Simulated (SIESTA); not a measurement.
Runs of SIESTA 5.4.2 on CoO. The structure is cubic, space group Fm-3m (No. 225). Conventional cell: a = 4.263 Å, b = 4.263 Å, c = 4.263 Å, α = 90.00°, β = 90.00°, γ = 90.00°. Co (site symmetry m-3m) has 6 O at 2.13 Å as nearest neighbours. O (site symmetry m-3m) is surrounded by 6 Co at 2.13 Å. 

```csv
level,U,gap on the mesh (eV),pressure (GPa),moment (μB)
PBE+U,Co d U = 8 eV,none,(c),2.95
PBE+U,Co d U = 4 eV,none,(a),3.00
PBE,-,none,-0.8,2.97
PBE+U,Co d U = 2 eV,none,1.1,3.00
PBE+U,Co d U = 6 eV,none,5.2,(b)
```

Alike in all rows: task single point; potentials or basis PseudoDojo 0.4 standard (PBE files), DZP (energy shift 0.003 Ry; two zetas on semicore shells); spin collinear, ferromagnetic start; cell as given; k mesh 8 × 8 × 8; smearing fermi-dirac 0.05 eV; grid cutoff 800 Ry; energy shift 0.003 Ry.

Problem. Fill in the values left out.

Solution. (a) 3.1; (b) 2.99; (c) 7.3.

Caveats: short orbitals over semicore shells can move pressures by several GPa; the basis of atomic orbitals isn't converged, which shifts pressures, moduli and gaps; a cell with one magnetic atom can't hold antiferromagnetic order, which such compounds often take; semilocal functionals often make such compounds metallic where correlation or magnetic order opens a gap, which also shifts bond lengths (some runs).

A gap of «none» marks a metal or a gap under the smearing width.
